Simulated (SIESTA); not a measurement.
Crystal: K.

```xyz
1
Lattice="-2.6976 2.6976 2.6976 2.6976 -2.6976 2.6976 2.6976 2.6976 -2.6976" Properties=species:S:1:pos:R:3 pbc="T T T"
K     0.0000    0.0000    0.0000
```

- Program: SIESTA 5.4.2
- Task: single point
- Functional: PBEsol
- Potentials or basis: PseudoDojo 0.4 standard (PBEsol files)
- Basis: DZP (energy shift 0.003 Ry; two zetas on semicore shells; d shell added on K)
- Grid cutoff: 800 Ry
- Energy shift: 0.003 Ry
- k mesh: 7 × 7 × 7
- Occupations: fermi-dirac, width 0.05 eV
- Spin: no spin polarisation

On this cell: pressure -0.4 GPa; band gap on the k mesh none (metal or under the smearing width).

The same run follows on a disturbed copy (cell strained at random at fixed volume):

```
CELL_PARAMETERS angstrom
-2.62910 2.66761 2.60007
2.71869 -2.74448 2.76653
2.66008 2.77546 -2.67695
ATOMIC_POSITIONS crystal
K 0.99632 0.99168 0.00721
```

Problem. What does the disturbed cell give?

Solution. The energy (extrapolated to zero smearing) moves by +1.6 meV/atom; pressure -0.4 GPa; band gap on the k mesh none (metal or under the smearing width).

Stress tensor (GPa, compression positive):
```
-0.40 -0.04 -0.10
-0.04 -0.39  0.09
-0.10  0.09 -0.40
```

Caveats: the basis of atomic orbitals isn't converged, which shifts pressures, moduli and gaps.
